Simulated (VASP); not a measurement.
Here is a VASP 6.6.1 calculation.

Contents of INCAR:

```
ALGO     = Normal         # electronic algorithm
EDIFF    = 1E-8           # SCF threshold, eV
ENCUT    = 800            # plane-wave cutoff, eV
GGA      = PE             # functional
ISIF     = 2              # what is computed and relaxed
ISMEAR   = 0              # smearing method
LASPH    = True           # aspherical terms in the spheres
LCHARG   = False          # write CHGCAR
LEPSILON = True           # dielectric tensor by DFPT
LREAL    = False          # projectors in reciprocal space
LWAVE    = False          # write WAVECAR
NELM     = 100            # most SCF steps
PREC     = Accurate       # precision mode
SIGMA    = 0.01           # smearing width, eV
```

KPOINTS

```
k-points
0
Gamma
  11 11 8
```

Contents of POSCAR:

```
HfO2
1.0
    3.5580193300      0.0000000000      0.0000000000
    0.0000000000      3.5580193300      0.0000000000
    0.0000000000      0.0000000000      5.1718612100
Hf O
2 4
Direct
    0.0000000000      0.0000000000      0.0000000000
    0.5000000000      0.5000000000      0.5000000000
    0.0000000000      0.5000000000      0.1972078800
    0.5000000000      0.0000000000      0.3027921200
    0.5000000000      0.0000000000      0.8027921200
    0.0000000000      0.5000000000      0.6972078800
```

Potentials or basis: VASP PAW PBE potentials, release 64 (Hf_pv, O).

Launch:

```sh
$ cat potpaw_PBE.64/Hf_pv/POTCAR potpaw_PBE.64/O/POTCAR > POTCAR
$ mpirun -np 1 vasp_std > vasp.out
```

Estimate the electronic dielectric tensor (diagonal).

5.19, 5.19, 4.68.

Estimate the Born charges (mean of the diagonal).

Hf +5.27; O -2.64 e.

Estimate the band gap on the k mesh.

4.76 eV, indirect (least direct gap 4.84 eV).

Electronic dielectric tensor:
```
5.19 0.00 0.00
0.00 5.19 0.00
0.00 0.00 4.68
```

Caveat: spin-orbit coupling is left out, which moves the levels of the heavy elements; an odd mesh through Γ misses points on the zone boundary, where band edges often lie.
